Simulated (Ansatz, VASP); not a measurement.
## Cross-check of Sn24O47 (V_O) between VASP and Ansatz

Aim: how closely do two programs agree when they are given the same cell, functional and k mesh? The cell is taken from a series of runs on this material, whose earlier steps may have relaxed, scaled, displaced or heated it; both programs get it as it stands.

Program: Ansatz 0.2.0. Level of theory: plane waves, with VASP 6.6.1 beside it; single point at PBEsol. Results are calculated unless marked as measured.

## (1) Set-up

The cell holds 71 atoms: 24 Sn and 47 O. Cell: a = 9.538 Å, b = 9.540 Å, c = 9.636 Å, α = 90.0°, β = 90.0°, γ = 90.0°. It derives from SnO2 (SnO2 (Pnnm)). Nearest the centre at fractional (0.403, 0.597, 0.500): Sn22 at 2.04 Å, Sn24 at 2.04 Å, Sn9 at 2.07 Å, O54 at 2.62 Å, O43 at 2.87 Å, O44 at 2.88 Å, O41 at 2.88 Å, O47 at 2.88 Å.

Coordinates:

```xyz
71
Lattice="9.5375 0.0000 0.0000 0.0000 9.5402 0.0000 0.0000 0.0000 9.6357" Properties=species:S:1:pos:R:3 pbc="T T T"
Sn    2.3807    2.3801    1.6128
Sn    0.0046    9.5315    0.0069
Sn    2.3703    2.3573    4.8257
Sn    9.5350    9.5361    3.2143
Sn    2.3837    2.3827    8.0404
Sn    9.5358    9.5390    6.4360
Sn    2.3909    7.1461    1.6065
Sn    9.5301    4.7698    0.0072
Sn    2.3772    7.1585    4.8253
Sn    9.5368    4.7543    3.2185
Sn    2.3880    7.1452    8.0434
Sn    9.5375    4.7517    6.4308
Sn    7.1480    2.3866    1.6132
Sn    4.7639    0.0032    0.0068
Sn    7.1635    2.3702    4.8249
Sn    4.7822    9.5364    3.2191
Sn    7.1457    2.3869    8.0366
Sn    4.7812    9.5360    6.4312
Sn    7.1506    7.1519    1.6094
Sn    4.7804    4.7543    0.0063
Sn    7.1762    7.1646    4.8242
Sn    4.7492    4.7833    3.2349
Sn    7.1549    7.1530    8.0370
Sn    4.7477    4.7879    6.4128
O     1.4630    1.4505    0.0071
O     3.8365    0.9131    1.6230
O     0.9207    3.8394    1.6078
O     3.3175    3.2945    0.0115
O     1.4544    1.4462    3.2153
O     3.8388    0.9047    4.8252
O     0.9170    3.8281    4.8240
O     3.2817    3.3134    3.2334
O     1.4576    1.4468    6.4361
O     3.8432    0.9194    8.0276
O     0.9216    3.8404    8.0443
O     3.2801    3.3193    6.4169
O     1.4518    6.2282    0.0078
O     3.8489    5.6972    1.5977
O     0.9311    8.6040    1.6190
O     3.3074    8.0821    0.0066
O     1.4976    6.1902    3.2243
O     0.9309    8.6056    4.8257
O     3.3532    8.0313    3.2279
O     1.5054    6.1808    6.4218
O     3.8356    5.6869    8.0524
O     0.9327    8.6063    8.0297
O     3.3491    8.0345    6.4254
O     6.2116    1.4762    0.0076
O     8.6115    0.9185    1.6069
O     5.6850    3.8537    1.6390
O     8.0581    3.3210    0.0068
O     6.2352    1.4522    3.2151
O     8.6183    0.9134    4.8252
O     5.6971    3.8347    4.8243
O     8.0800    3.3002    3.2173
O     6.2336    1.4536    6.4326
O     8.6128    0.9217    8.0435
O     5.6801    3.8519    8.0096
O     8.0831    3.2970    6.4342
O     6.2395    6.2177    0.0024
O     8.6127    5.6909    1.6213
O     5.6940    8.6155    1.6055
O     8.0852    8.0708    0.0071
O     6.2125    6.2563    3.2330
O     8.6273    5.6945    4.8250
O     5.7072    8.6193    4.8252
O     8.0875    8.0773    3.2138
O     6.2213    6.2517    6.4158
O     8.6205    5.6959    8.0267
O     5.6967    8.6152    8.0425
O     8.0889    8.0780    6.4348
```

## (2) VASP: single point, PBEsol, pair 1

A single point gives forces, pressure and levels at one fixed geometry, so differences don't come from the geometry; what else differs is listed under the comparison.

Lines of VASP's logs that name or quote its potential files are left out, and so is its time.

File INCAR:

```
SYSTEM = Sn24O47
PREC = Accurate
ENCUT = 520
EDIFF = 1E-06
NELM = 120
ISMEAR = -1
SIGMA = 0.01
LREAL = Auto
ALGO = Normal
GGA = PS
NBANDS = 360
LORBIT = 11
LWAVE = .FALSE.
LCHARG = .FALSE.
ISIF = 2
ISYM = 0
LASPH = .TRUE.
GGA_COMPAT = .FALSE.
EFERMI = MIDGAP
KPAR = 4
```

File POSCAR:

```
Sn24O47
1.0
    9.5375476366      0.0000000000      0.0000000000
    0.0000000000      9.5401849009      0.0000000000
    0.0000000000      0.0000000000      9.6357256827
Sn O
24 47
Direct
    0.2496119034      0.2494789390      0.1673814791
    0.0004813203      0.9990926659      0.0007151916
    0.2485259312      0.2470923883      0.5008172973
    0.9997349777      0.9995705729      0.3335804699
    0.2499278220      0.2497539914      0.8344317585
    0.9998122102      0.9998767581      0.6679335217
    0.2506836921      0.7490481018      0.1667274797
    0.9992199889      0.4999728828      0.0007517994
    0.2492512927      0.7503497284      0.5007711841
    0.9999178773      0.4983454307      0.3340172835
    0.2503833495      0.7489599662      0.8347479141
    0.9999920950      0.4980731240      0.6673918181
    0.7494635231      0.2501645040      0.1674179053
    0.4994846925      0.0003350721      0.0007059736
    0.7510788416      0.2484399834      0.5007325126
    0.5014033560      0.9995998899      0.3340756816
    0.7492139532      0.2501970658      0.8340376987
    0.5013012629      0.9995568086      0.6674368889
    0.7497329285      0.7496621142      0.1670245642
    0.5012200264      0.4983456177      0.0006533340
    0.7524203149      0.7509866390      0.5006602603
    0.4979451724      0.5013851576      0.3357175391
    0.7501808980      0.7497711962      0.8340874395
    0.4977877298      0.5018651680      0.6655242851
    0.1533889747      0.1520372369      0.0007371518
    0.4022479562      0.0957157668      0.1684387421
    0.0965372493      0.4024403570      0.1668542307
    0.3478314831      0.3453266410      0.0011919039
    0.1524967433      0.1515858005      0.3336805959
    0.4024904680      0.0948316874      0.5007634268
    0.0961422227      0.4012652319      0.5006355241
    0.3440865367      0.3473070343      0.3355660266
    0.1528285360      0.1516515993      0.6679425137
    0.4029561644      0.0963675446      0.8331037526
    0.0966289823      0.4025476044      0.8348429729
    0.3439182738      0.3479259771      0.6659517071
    0.1522233432      0.6528341735      0.0008126436
    0.4035552309      0.5971811839      0.1658064417
    0.0976288941      0.9018725326      0.1680176439
    0.3467804319      0.8471604138      0.0006896432
    0.1570174393      0.6488600241      0.3346190234
    0.0976070458      0.9020384369      0.5008178954
    0.3515738268      0.8418378196      0.3349907944
    0.1578409301      0.6478740453      0.6664619413
    0.4021621124      0.5961006125      0.8356854155
    0.0977892641      0.9021130473      0.8333207473
    0.3511498424      0.8421763570      0.6668324012
    0.6512738967      0.1547346352      0.0007847808
    0.9029013896      0.0962735187      0.1667689422
    0.5960644740      0.4039410252      0.1700910513
    0.8448857055      0.3481018949      0.0007016670
    0.6537538126      0.1522148818      0.3336622502
    0.9036208060      0.0957463089      0.5007619291
    0.5973300655      0.4019487942      0.5006716958
    0.8471802485      0.3459275535      0.3338976515
    0.6535850825      0.1523692599      0.6675767948
    0.9030448809      0.0966079713      0.8347549910
    0.5955524641      0.4037516054      0.8312351393
    0.8475001415      0.3455913646      0.6677455735
    0.6542050714      0.6517337912      0.0002492627
    0.9030299550      0.5965218394      0.1682599506
    0.5970043437      0.9030773536      0.1666190662
    0.8477180363      0.8459835391      0.0007342252
    0.6513708779      0.6557832493      0.3355254087
    0.9045636001      0.5968959251      0.5007409255
    0.5983973465      0.9034699816      0.5007656847
    0.8479662146      0.8466607529      0.3335333596
    0.6522926488      0.6553023713      0.6658384863
    0.9038507419      0.5970455954      0.8330138400
    0.5972921724      0.9030424171      0.8346530157
    0.8481092346      0.8467372764      0.6678031375
```

File KPOINTS:

```
Points of the shifted mesh
8
Reciprocal
 0.2500000000  0.2500000000  0.2500000000 1
 0.2500000000  0.2500000000  0.7500000000 1
 0.2500000000  0.7500000000  0.2500000000 1
 0.2500000000  0.7500000000  0.7500000000 1
 0.7500000000  0.2500000000  0.2500000000 1
 0.7500000000  0.2500000000  0.7500000000 1
 0.7500000000  0.7500000000  0.2500000000 1
 0.7500000000  0.7500000000  0.7500000000 1
```

Potentials, in the order of the species: Sn_d and O (PBE family, release 64).

Launch:

```sh
$ mpirun -np 8 vasp_std
```

Numbers of over 12 decimals in the logs are rounded to 6 here.

The log of the run:

```text
[banner, memory and clock lines left out]
running    8 mpi-ranks, on    1 nodes
[...]
|                                                                             |
|           W    W    AA    RRRRR   N    N  II  N    N   GGGG   !!!           |
|           W    W   A  A   R    R  NN   N  II  NN   N  G    G  !!!           |
|           W    W  A    A  R    R  N N  N  II  N N  N  G       !!!           |
|           W WW W  AAAAAA  RRRRR   N  N N  II  N  N N  G  GGG   !            |
|           WW  WW  A    A  R   R   N   NN  II  N   NN  G    G                |
|           W    W  A    A  R    R  N    N  II  N    N   GGGG   !!!           |
|                                                                             |
|     For optimal performance we recommend to set                             |
|       NCORE = 2 up to number-of-cores-per-socket                            |
|     NCORE specifies how many cores store one orbital (NPAR=cpu/NCORE).      |
|     This setting can greatly improve the performance of VASP for DFT.       |
[...]
|                                                                             |
|     You enforced a specific xc type in the INCAR file but a different       |
|     [... a line on the potential file left out ...]
|     I HOPE YOU KNOW WHAT YOU ARE DOING!                                     |
|                                                                             |

 LDA part: xc-table for (Slater+PW92), standard interpolation
 POSCAR, INCAR and KPOINTS ok, starting setup
[...]
entering main loop
       N       E                     dE             d eps       ncg     rms          rms(c)
DAV:   1     0.137864877864E+05    0.13786E+05   -0.23212E+05  5760   0.272E+03
DAV:   2     0.297895984994E+04   -0.10808E+05   -0.10401E+05  5760   0.860E+02
DAV:   3    -0.979196920483E+02   -0.30769E+04   -0.29184E+04  6064   0.350E+02
DAV:   4    -0.511024571051E+03   -0.41310E+03   -0.40399E+03  6720   0.135E+02
[...]
DAV:  14    -0.466937119630E+03    0.24704E-05   -0.63161E-05  8512   0.285E-02    0.120E-02
DAV:  15    -0.466937116299E+03    0.33314E-05   -0.19526E-05  8208   0.180E-02    0.710E-03
DAV:  16    -0.466937115793E+03    0.50530E-06   -0.84171E-06  5528   0.957E-03
   1 F= -.46693712E+03 E0= -.46693712E+03  d E =0.000000E+00
```

From OUTCAR (step 2):

```text
 POSITION                                       TOTAL-FORCE (eV/Angst)
 -----------------------------------------------------------------------------------
      2.38069      2.38008      1.61284        -0.004225     -0.018161     -0.018760
      0.00459      9.53153      0.00689        -0.000604      0.003553      0.004180
      2.37033      2.35731      4.82574        -0.012801     -0.015101      0.008842
      9.53502      9.53609      3.21429         0.009107      0.009959     -0.013339
      2.38370      2.38270      8.04036        -0.009706     -0.001244     -0.004845
      9.53576      9.53901      6.43602        -0.003088      0.002313      0.010317
      2.39091      7.14606      1.60654        -0.020671      0.026626     -0.001212
      9.53011      4.76983      0.00724         0.009716      0.004579      0.001932
      2.37725      7.15848      4.82529         0.022928     -0.022399     -0.003902
      9.53676      4.75431      3.21850        -0.006908     -0.008440      0.010478
      2.38804      7.14522      8.04340        -0.011293     -0.000335      0.006658
      9.53747      4.75171      6.43080         0.009960     -0.003648      0.004310
      7.14804      2.38662      1.61319         0.012679     -0.006587      0.007264
      4.76386      0.00320      0.00680         0.001766     -0.001729     -0.001155
[...]
-----------------------------------------------------------------------------------
    total drift:                               -0.009662      0.061100     -0.061351

  FREE ENERGIE OF THE ION-ELECTRON SYSTEM (eV)
  ---------------------------------------------------
  free  energy   TOTEN  =      -466.9371157935 eV

  energy  without entropy=     -466.9371157935  energy(sigma->0) =     -466.93711579
```

The run ends at a pressure of 1.18 GPa, with forces up to 0.054 eV/Å.

## (3) Ansatz: single point, PBEsol, pair 1

Ansatz runs on its default PAW (the set named soft_2) files.

The same cell, functional, mesh and smearing now go to Ansatz.

File input.yaml:

```yaml
crystal:
  checkpoint: "../q0.relax.run"
  host: checkpoint
basis:
  ecutwfc: 420
  xc_grid: 2
hamiltonian:
  xc: pbesol
kpoints:
  mp_grid: { grid: [2, 2, 2], shift: [0.5, 0.5, 0.5] }
scf:
  occupations: { method: fermi_dirac, width: 0.01 }
  max_iter: 100
output:
  forces: true
  eigenvalues: true
  charged_corrections:
    epsilon: [4.59, 4.6, 4.9]
    static_epsilon: [13.49, 13.49, 10.42]
    defect_position: [0.403109, 0.596833, 0.5]
  eigenstates: { localisation: true }
  populations: true
  band_densities: [{ bands: [v1, v1] }, { bands: [c1, c1] }]
  write_density: true
  write_potential: true
  volumetric_format: npy
checkpoint:
  read: "../q0.relax.run"
  write: "../q0.point.run"
  compress: false
  write_wavefunctions: false
  write_every: 100000
```

Launch:

```sh
$ ansatz run input.yaml --threads 8 --pin off --max-ram 22609MiB --backend cpu --events-out ev --progress --plain --runs-dir out
```

The log of the run:

```text
crystal.checkpoint: the structure is that of <dir>, a `relax` run, at its step 6: its result, under pbesol at a charge of 0 e; 71 atoms read, 0 with a starting moment; crystal.structure_sha256 for this input is
Engine: ansatz 0.2.0, aarch64-unknown-linux-gnu
Pseudopotentials: kind: paw
Pseudopotential: Sn, paw, valence charge 14, recommended cutoff 420 eV (normal), Sn.paw.azcp
Pseudopotential: O, paw, valence charge 6, recommended cutoff 420 eV (normal), O.paw.azcp
Functional definition: PBEsol
  exchange = pbesol_x
  correlation = pbesol_c
Crystal: 71 atoms, lattice volume = 876.754 Å³
Basis set: ecut = 420 eV, 17113 PW (Γ), exchange–correlation on 128×128×144 points (8 copies of the dense FFT grid, shifted against one another)
Bands: 380, of which v1, the nominal top of the filled ones, is band 309 counted from 1 (308 counted from 0)
Symmetry: 1 space group operations
Space group: P1 (ITA 1), of the structure as read, at distance tolerance 9.6e-5 Å
k-points: 4 of 8 (time reversal used)
Non-local potential: Sn, projectors of the file, l = 0: 2, l = 1: 2, l = 2: 2, l = 3: 2
Non-local potential: O, projectors of the file, l = 0: 2, l = 1: 2, l = 2: 1
PAW form: soft (Blöchl's): semilocal exchange-correlation on the pseudo side does not see the compensation charge
PAW frozen core: Sn, regenerated for the run's functional, and the local potential with it (the file was generated under x = pbe(κ = 0.804, μ = 0.219515), c = pbe(β = 0.066725))
PAW frozen core: O, regenerated for the run's functional, and the local potential with it (the file was generated under x = pbe(κ = 0.804, μ = 0.219515), c = pbe(β = 0.066725))
PAW one-centre angular grid: Sn, 590 points (default); XC on 64 Gauss nodes
PAW one-centre angular grid: O, 110 points (default); XC on 64 Gauss nodes
Initial density: read from a saved state, or passed on in memory by an earlier SCF of this step, an earlier step, the calling program or the single point that the run made first
Stability of the state it starts from, as read at its close in the unpolarized treatment: not read negative (Ritz values of 1 − χ₀K, real part plus size of imaginary part, from 1.1 to 1.2, by its mixing steps under no symmetry)
Initial wavefunctions: pseudopotential atomic-orbital guess — the wavefunctions supplied were not used: k-point sampling differs
Functional: x = pbesol(κ = 0.804, μ = 0.123457), c = pbesol(β = 0.046)
iter 1 solved again at ethr=4.73e-7 eV; its pass at ethr=3.10e-3 eV (dr2=2.92e-3 eV) is discarded
SCF iter   1: F=—  HF=-169154.557672 eV  |F-HF|=—  |Δ(HF+E_count)|=         —  Δρ=6.07e-4  dr2=2.43e-3  ethr=4.73e-7  ⟨swp⟩=9.2  Hψ=10475  notcnv=0  defer=1
preconditioner: auto → Resta (q_TF=auto, 2.574 Å⁻¹)  ε∞=3.6  [insulator: Δε(μ)=1.301 eV  Ē_g=19.302 eV  σ=0.010 eV  W_gap=1.00  n_scr=250 (ndim 8)  ℏωp=31.2 eV  f_vac=0.024  D(μ)=0.00/eV (n_scr^D=0)  ε∞_Penn≈3.6]
SCF iter   2: F=—  HF=-169154.557167 eV  |F-HF|=—  |Δ(HF+E_count)|=   5.05e-4  Δρ=3.07e-4  dr2=3.52e-4  ethr=3.93e-7  ⟨swp⟩=2.0  Hψ=2097  notcnv=0
SCF iter   3: F=—  HF=-169154.557076 eV  |F-HF|=—  |Δ(HF+E_count)|=   9.15e-5  Δρ=1.31e-4  dr2=7.29e-5  ethr=5.70e-8  ⟨swp⟩=2.0  Hψ=2100  notcnv=0
SCF iter   4: F=—  HF=-169154.558127 eV  |F-HF|=—  |Δ(HF+E_count)|=   1.05e-3  Δρ=5.26e-5  dr2=1.49e-5  ethr=1.18e-8  ⟨swp⟩=2.0  Hψ=1524  notcnv=0
SCF iter   5: F=—  HF=-169154.558123 eV  |F-HF|=—  |Δ(HF+E_count)|=   4.11e-6  Δρ=1.15e-5  dr2=1.15e-6  ethr=2.42e-9  ⟨swp⟩=2.0  Hψ=1923  notcnv=0
SCF iter   6: F=-169154.558123 eV  HF=-169154.558123 eV  |F-HF|=1.39e-8  |Δ(HF+E_count)|=   1.66e-7  Δρ=2.81e-6  dr2=7.95e-8  ethr=1.62e-11  ⟨swp⟩=12.8  Hψ=11274  notcnv=0
SCF 1 converged in 6 iterations: F = -169154.558123 eV  dr2 = 7.95e-8
  greatest PAW one-centre occupation: 0.996 electrons in one spin orbital (limit 2), on the Sn atom at site 13 (counted from 0), in its partial waves of l = 2
SCF converged after 6 iterations
Free energy (F): -169154.558123 eV
Harris-Foulkes:  -169154.558123 eV  (|F-HF|=1.39e-8)
Internal energy: -169154.558123 eV  (E = F + TS)
E sigma→0 (E₀):  -169154.558123 eV
Fermi energy:    10.656221 eV
--- Per-component energies (eV) ---
  E_band       = -1689.153131
  E_kinetic    = 12775.773920
  E_local      = -34898.324943  (includes V_loc(G=0)·N_el)
  E_nonlocal   = 1616.937833
  E_hartree    = 18035.729161
  E_xc         = -12453.479931
  E_vxc        = -6648.766864  (∫ρ·V_xc dr)
  E_paw        = -104994.343859  (= ΣΔE_a)
  E_vpaw       = -10606.343686  (= ΣTr[D̂ρ^β])
  E_aug_tail   = 0.116298  (compensation charges beyond the density's cutoff)
  E_ewald      = -49245.461287
  E_core_change = 8.494686  (= ΣΔE_core)
  E_smearing   = -0.000000  (= −TS)
  E_closure    = 0.000000  (closes the sum)
  Σ components = -169154.558123   (vs F -169154.558123, Δ=0.00e0)
--- Forces (eV/Å), atoms counted from 1 ---
  atom   1  Sn    -0.00637468    -0.02090103    -0.02027360
  atom   2  Sn    -0.00051282    -0.00317921     0.00379495
[...]
k-point 3: bands = [... 305 lower, 8.4665, 8.5122, 8.8142, 9.9941, 11.3062, 12.0637, 12.4613, 12.5115, ... 67 higher]
--- Löwdin populations: 71 sites ---
  site symbol       q [e]
     0     Sn     12.3084
     1     Sn     12.3047
     2      O      6.7834
     3      O      6.7831
     4      O      6.7838
     5      O      6.7828
     6     Sn     12.3062
     7     Sn     12.3061
     8      O      6.7834
     9      O      6.7852
    10      O      6.7866
    11      O      6.7778
    12     Sn     12.3091
    13     Sn     12.3061
    14      O      6.7834
    15      O      6.7829
    16      O      6.7836
    17      O      6.7775
    18     Sn     12.3060
    19     Sn     12.3042
    20      O      6.7841
    21      O      6.7753
    22      O      6.7835
    23      O      6.7840
[...]
63      O      6.7866
    64      O      6.7833
    65     Sn     12.3086
    66     Sn     12.5572
    67      O      6.7777
    68      O      6.7831
    69      O      6.7838
    70      O      6.7835
  spilling = 0.005173 (of n_electrons = 618.000000)
--- Band densities, each state counted as filled ---
  window                                       electrons  max residual (eV)  cut levels
  bands: [v1, v1]                               2.000000             2.9e-9           0
  bands: [c1, c1]                               2.000000             1.3e-4           0
```

## (4) Differences

Known differences besides the potentials themselves: the cutoff is 420 eV in Ansatz and 520 eV in VASP (PREC = Accurate, projectors in real space); Ansatz makes its cores anew for this functional, VASP keeps those of its PBE data sets. Total energies have different zeros and are not compared.

Both answers:

```csv
quantity,Ansatz,VASP,difference
gap on the k mesh (eV),1.303,1.307,-0.004
```

At this near-relaxed geometry the largest component of a force difference is 49 meV/Å. A gap on the mesh is an upper bound, since the band edges may lie between its points.

(Part 1 of 2 ends here.)

[Lines on the potential files, build, host, timing and source positions are cut from VASP's logs without a mark.]

[Logs are printed without paths, hosts, clocks, repeated set-up lines and the standing remarks that a program may print on its own settings, such as how far it seeks lower states.]

[Hosts, paths, dates, database ids (printed as entryN), source tags and the programs' standing remarks are cut or masked in the printed files.]
